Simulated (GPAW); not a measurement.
Input of a GPAW 26.7.0 run:

run.py

```python
import spglib
from ase import Atoms
from ase.calculators.mixing import SumCalculator
from ase.eos import EquationOfState
from ase.io import Trajectory, read
from ase.units import GPa
from dftd3.ase import DFTD3
from gpaw import GPAW, PW

atoms = read('Nb.cif')
cell, positions, numbers = spglib.find_primitive(
    (atoms.cell[:], atoms.get_scaled_positions(), atoms.numbers), symprec=1e-4)
atoms = Atoms(numbers, cell=cell, scaled_positions=positions, pbc=True)

traj = Trajectory('eos.traj', 'w')
volumes, energies = [], []
for x in [0.94, 0.96, 0.98, 1.0, 1.02, 1.04, 1.06]:
    a = atoms.copy()
    a.set_cell(atoms.cell * x**(1 / 3), scale_atoms=True)
    calc = GPAW(mode=PW(600),
                xc='PBE',
                kpts={'size': (11, 11, 11), 'gamma': True},
                occupations={'name': 'fermi-dirac', 'width': 0.05},
                nbands=15,
                convergence={'density': 1e-05, 'energy': 1e-05},
                maxiter=150,
                txt=f'eos-{x:.2f}.txt')
    a.calc = SumCalculator([calc, DFTD3(method='pbe', damping='d3zero')])
    energies.append(a.get_potential_energy())
    volumes.append(a.get_volume())
    p = -a.get_stress()[:3].mean() / GPa
    calc.write(f'eos-{x:.2f}.gpw')
    traj.write(a)
    print(f'{x:.2f} {volumes[-1]:10.4f} A^3 {energies[-1]:14.6f} eV {p:9.3f} GPa', flush=True)

v0, e0, B = EquationOfState(volumes, energies, eos='birchmurnaghan').fit()
print(f'V0 = {v0:.4f} A^3, E0 = {e0:.6f} eV, B0 = {B / GPa:.2f} GPa')
```

File Nb.cif:

```cif
data_Nb
_cell_length_a 3.32790000
_cell_length_b 3.32790000
_cell_length_c 3.32790000
_cell_angle_alpha 90.00000000
_cell_angle_beta 90.00000000
_cell_angle_gamma 90.00000000
_space_group_name_H-M_alt 'Im-3m'
_space_group_name_Hall '-I 4 2 3'
_space_group_IT_number 229
loop_
_space_group_symop_operation_xyz
'x,y,z'
'-x,-y,-z'
'-y,x,z'
'y,-x,-z'
'-x,-y,z'
'x,y,-z'
'y,-x,z'
'-y,x,-z'
'x,-y,-z'
'-x,y,z'
'-y,-x,-z'
'y,x,z'
'-x,y,-z'
'x,-y,z'
'y,x,-z'
'-y,-x,z'
'z,x,y'
'-z,-x,-y'
'z,-y,x'
'-z,y,-x'
'z,-x,-y'
'-z,x,y'
'z,y,-x'
'-z,-y,x'
'-z,x,-y'
'z,-x,y'
'-z,-y,-x'
'z,y,x'
'-z,-x,y'
'z,x,-y'
'-z,y,x'
'z,-y,-x'
'y,z,x'
'-y,-z,-x'
'x,z,-y'
'-x,-z,y'
'-y,z,-x'
'y,-z,x'
'-x,z,y'
'x,-z,-y'
'-y,-z,x'
'y,z,-x'
'-x,-z,-y'
'x,z,y'
'y,-z,-x'
'-y,z,x'
'x,-z,y'
'-x,z,-y'
'x+1/2,y+1/2,z+1/2'
'-x+1/2,-y+1/2,-z+1/2'
'-y+1/2,x+1/2,z+1/2'
'y+1/2,-x+1/2,-z+1/2'
'-x+1/2,-y+1/2,z+1/2'
'x+1/2,y+1/2,-z+1/2'
'y+1/2,-x+1/2,z+1/2'
'-y+1/2,x+1/2,-z+1/2'
'x+1/2,-y+1/2,-z+1/2'
'-x+1/2,y+1/2,z+1/2'
'-y+1/2,-x+1/2,-z+1/2'
'y+1/2,x+1/2,z+1/2'
'-x+1/2,y+1/2,-z+1/2'
'x+1/2,-y+1/2,z+1/2'
'y+1/2,x+1/2,-z+1/2'
'-y+1/2,-x+1/2,z+1/2'
'z+1/2,x+1/2,y+1/2'
'-z+1/2,-x+1/2,-y+1/2'
'z+1/2,-y+1/2,x+1/2'
'-z+1/2,y+1/2,-x+1/2'
'z+1/2,-x+1/2,-y+1/2'
'-z+1/2,x+1/2,y+1/2'
'z+1/2,y+1/2,-x+1/2'
'-z+1/2,-y+1/2,x+1/2'
'-z+1/2,x+1/2,-y+1/2'
'z+1/2,-x+1/2,y+1/2'
'-z+1/2,-y+1/2,-x+1/2'
'z+1/2,y+1/2,x+1/2'
'-z+1/2,-x+1/2,y+1/2'
'z+1/2,x+1/2,-y+1/2'
'-z+1/2,y+1/2,x+1/2'
'z+1/2,-y+1/2,-x+1/2'
'y+1/2,z+1/2,x+1/2'
'-y+1/2,-z+1/2,-x+1/2'
'x+1/2,z+1/2,-y+1/2'
'-x+1/2,-z+1/2,y+1/2'
'-y+1/2,z+1/2,-x+1/2'
'y+1/2,-z+1/2,x+1/2'
'-x+1/2,z+1/2,y+1/2'
'x+1/2,-z+1/2,-y+1/2'
'-y+1/2,-z+1/2,x+1/2'
'y+1/2,z+1/2,-x+1/2'
'-x+1/2,-z+1/2,-y+1/2'
'x+1/2,z+1/2,y+1/2'
'y+1/2,-z+1/2,-x+1/2'
'-y+1/2,z+1/2,x+1/2'
'x+1/2,-z+1/2,y+1/2'
'-x+1/2,z+1/2,-y+1/2'
loop_
_atom_site_label
_atom_site_type_symbol
_atom_site_symmetry_multiplicity
_atom_site_Wyckoff_symbol
_atom_site_fract_x
_atom_site_fract_y
_atom_site_fract_z
_atom_site_occupancy
Nb1 Nb 2 a 0.0000000000 0.0000000000 0.0000000000 1
```

Potentials or basis: GPAW PAW data sets (gpaw-data 1.2.1), pw.

The run is started by

```sh
$ OMP_NUM_THREADS=1 python run.py
```

Q: What does it give for the bulk modulus?

A: 182 GPa.

Q: Estimate the pressure derivative of the bulk modulus.

A: 3.6.

Energy against volume, from the lowest point:
```csv
volume (Å³/atom),energy (meV/atom)
17.322,0.00
17.691,1.42
18.060,11.13
18.428,28.33
18.797,52.41
19.165,82.71
19.534,118.57
```

**What was measured.**

From “Pressure effects on the electronic structure and superconductivity of (TaNb)0.67(HfZrTi)0.33 high entropy alloy”, 2019, arxiv:1910.08312, for a bulk crystal of Nb: bulk modulus 169 GPa.

A measured bulk modulus of Nb is 169 GPa (quoted in “Pressure effects on the electronic structure and superconductivity of (TaNb)0.67(HfZrTi)0.33 high entropy alloy”, 2019, arxiv:1910.08312); the calculated 182 GPa misses it by +7.7 %. The fit is for a static lattice scaled at fixed shape and fixed fractional positions.
